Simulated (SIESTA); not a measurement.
Runs of SIESTA 5.4.2 on MnH2O2 (Pyrochroite). Symmetry: P-3m1, No. 164, trigonal system. The conventional cell has a = 3.250 Å, b = 3.250 Å, c = 4.480 Å, α = 90.00°, β = 90.00°, γ = 120.00°. Mn (site symmetry -3m) has 6 O at 2.13 Å as nearest neighbours. O (site symmetry 3m) has 1 H at 0.99 Å as nearest neighbours. H (site symmetry 3m) has 1 O at 0.99 Å as nearest neighbours. 

```tsv
task	level	potentials or basis	k mesh	gap on the mesh (eV)	pressure (GPa)	moment (μB)	V0 of scaled cells (Å³/atom)	B0 (GPa)	largest force (eV/Å)
equation of state	LDA	PseudoDojo 0.4 standard (LDA files), DZP (energy shift 0.003 Ry; two zetas on semicore shells)	7 × 7 × 4	-	-	-	8.35	142	-
band structure	LDA	PseudoDojo 0.4 standard (LDA files), DZP (energy shift 0.003 Ry; two zetas on semicore shells)	9 × 9 × 6	0.25	(a)	5.00	-	-	0.44
band structure	PBEsol	PseudoDojo 0.4 standard (PBEsol files), DZP (energy shift 0.003 Ry; two zetas on semicore shells)	9 × 9 × 6	0.28	(b)	5.00	-	-	0.50
equation of state	PBEsol	PseudoDojo 0.4 standard (PBEsol files), DZP (energy shift 0.003 Ry; two zetas on semicore shells)	7 × 7 × 4	-	-	-	8.61	128	-
```

Alike in all rows: spin collinear, ferromagnetic start; cell as given; smearing fermi-dirac 0.05 eV; grid cutoff 800 Ry; energy shift 0.003 Ry.

Question: Estimate the missing entries.

Answer: (a) 2.8; (b) 7.1.

Caveats: short orbitals over semicore shells can move pressures by several GPa; the basis of atomic orbitals isn't converged, which shifts pressures, moduli and gaps; the cell was scaled at fixed shape and fractional positions, which overstates the stiffness of a crystal with free parameters, most of all of layers and chains (some runs); a cell with one magnetic atom can't hold antiferromagnetic order, which such compounds often take (some runs).

A k mesh can miss the band edges.

Not every run made on this cell is shown here.
